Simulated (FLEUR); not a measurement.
InP under changes of volume

One of the cells (25.167 Å³/atom); the others are scaled copies at fixed shape and fractional positions:

```
CELL_PARAMETERS angstrom
0.00000 2.93050 2.93050
2.93050 0.00000 2.93050
2.93050 2.93050 0.00000
ATOMIC_POSITIONS crystal
In 0.00000 0.00000 0.00000
P 0.75000 0.75000 0.75000
```

```yaml
Program: FLEUR MaX-R8.1 (later development tree)
Functional: LDA
Potentials_or_basis: all-electron
Basis: FLAPW
Kmax: 5 1/bohr
k_mesh: 8 × 8 × 8
Occupations: fermi-dirac, width 0.05 eV
Spin: no spin polarisation
```

```csv
volume (Å³/atom),energy over the lowest point (meV/atom),gap on the mesh (eV)
23.657,9.18,0.81
24.160,1.11,0.70
25.167,0.00,0.48
26.173,15.45,0.27
26.677,?,?
```

Question: What does the run at 26.677 Å³/atom give?

Answer: Energy over the lowest point 28.27 meV/atom; gap on the mesh 0.16 eV.

Worked out: A Birch-Murnaghan fit of order 2 (a polynomial in V^(-2/3)) to the other rows has its minimum at 24.72 Å³/atom with B0 = V·E''(V) = 71 GPa. It gives 28.51 meV/atom at 26.677 Å³/atom, against the run's 28.27. A straight line through the other rows of the gap, of slope -5.35 eV per unit of ln V (its deformation potential), extrapolates to 0.17 eV, against the run's 0.16.

Energies are extrapolated to zero smearing.

Caveats: spin-orbit coupling is left out, which moves the levels of the heavy elements.
